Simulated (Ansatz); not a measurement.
## TiSi2 in Ansatz: the effect of Hubbard term

The system is TiSi2.

```
Ti Si
1.0
     0.00000    4.11752    4.26290
     2.38951    0.00000    4.26290
     2.38951    4.11752    0.00000
Ti Si
2 4
Direct
  0.75000 0.75000 0.75000
  0.50000 0.50000 0.50000
  0.41257 0.08743 0.41257
  0.08743 0.41257 0.08743
  0.16257 0.83743 0.16257
  0.83743 0.16257 0.83743
```

The cell is a database's computed one.

Alike in all runs:

- Program: Ansatz 0.2.0
- Task: band structure
- Functional: PBE
- Potentials or basis: Ansatz PAW
- Cutoff: 420 eV (not typed: the program's choice for these potentials)
- k mesh: 7 × 7 × 7
- Occupations: fermi-dirac, width 0.05 eV
- Spin: no spin polarisation
- Path: [["G", "Y", "T", "Z", "G", "X", "A1", "Y"], ["T", "X1"], ["X", "A", "Z"], ["L", "G"]]
- Points for each segment of the path: 14
- Hubbard projectors: ortho-atomic (the default)
- Double counting: fll (the default)

```csv
Hubbard term,pressure (GPa),largest force (eV/Å)
none,2.1,0.02
Ti d U = 1 eV,2.8,0.01
Ti d U = 2 eV,?,?
Ti d U = 3 eV,4.5,0.07
Ti d U = 4 eV,5.4,0.10
Ti d U = 5 eV,6.4,0.12
Ti d U = 6 eV,7.6,0.15
Ti d U = 8 eV,11.5,0.26
```

Q: What does the run with Hubbard term Ti d U = 2 eV give?

A: Pressure 3.6 GPa; largest force 0.04 eV/Å.

Worked out: A parabola through the other rows of the pressure, of slope 0.764 GPa per eV there, gives 3.4 GPa, against the run's 3.6. A parabola through the other rows of the largest force, of slope 0.019 eV/Å per eV there, gives 0.04 eV/Å, against the run's 0.04.

Caveats: U without spin polarisation on a metal has little footing (some runs); the U is typed as a test and isn't derived for this compound (some runs).
